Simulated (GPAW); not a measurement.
Write an ASE script for GPAW 26.7.0 that does the following.

```yaml
Task: single point
Functional: TB-mBJ
Potentials_or_basis: GPAW PAW data sets for LDA (gpaw-data 1.2.1)
Cutoff: 600 eV
Basis: pw
k_mesh: 6 × 6 × 4
Occupations: fermi-dirac, width 0.05 eV
Spin: no spin polarisation
Maxiter: 150
```

Crystal: InGaAs2.

```
In As Ga
1.0
     4.22500    0.00000    0.00000
     0.00000    4.22500    0.00000
     0.00000    0.00000    5.96215
In As Ga
1 2 1
Direct
  0.00000 0.00000 0.50000
  0.00000 0.50000 0.23153
  0.50000 0.00000 0.76848
  0.50000 0.50000 0.00000
```

The cell comes from a database or a generator and needn't be the stable form of this composition.

The input as run:

run.py

```python
from ase import Atoms
from ase.dft.bandgap import bandgap
from ase.io import write
from gpaw import GPAW, PW

atoms = Atoms(['In', 'As', 'As', 'Ga'],
              cell=[[4.2250012014, 0.0, 0.0],
                    [0.0, 4.2250012014, 0.0],
                    [0.0, 0.0, 5.962148]],
              scaled_positions=[[0.0, 0.0, 0.5],
                                [0.0, 0.5, 0.231525],
                                [0.5, 0.0, 0.768475],
                                [0.5, 0.5, 0.0]],
              pbc=True)

calc = GPAW(mode=PW(600),
            xc='TB09',
            kpts={'size': (6, 6, 4), 'gamma': True},
            occupations={'name': 'fermi-dirac', 'width': 0.05},
            nbands=25,
            convergence={'density': 1e-05, 'energy': 1e-05},
            eigensolver='cg',
            maxiter=150,
            txt='gpaw.txt')
atoms.calc = calc
energy = atoms.get_potential_energy()
calc.write('gs.gpw')
write('result.traj', atoms)
print('Fermi level:', round(calc.get_fermi_level(), 4), 'eV')
print(f'Gap: {bandgap(calc)[0]:.4f} eV, direct: {bandgap(calc, direct=True)[0]:.4f} eV')
```

Potentials or basis: GPAW PAW data sets for LDA (gpaw-data 1.2.1), pw.

Launch:

```console
$ OMP_NUM_THREADS=1 python run.py
```

It gave:

```json
{
 "Band gap on the k mesh": "0.61 eV, direct"
}
```

Caveat: a model potential gives levels but no total energy; spin-orbit coupling is left out, which moves the levels of the heavy elements.

Wall time 2.2 min on 1 thread of Arm Neoverse V2, on a shared host, peak memory 0.4 GiB.
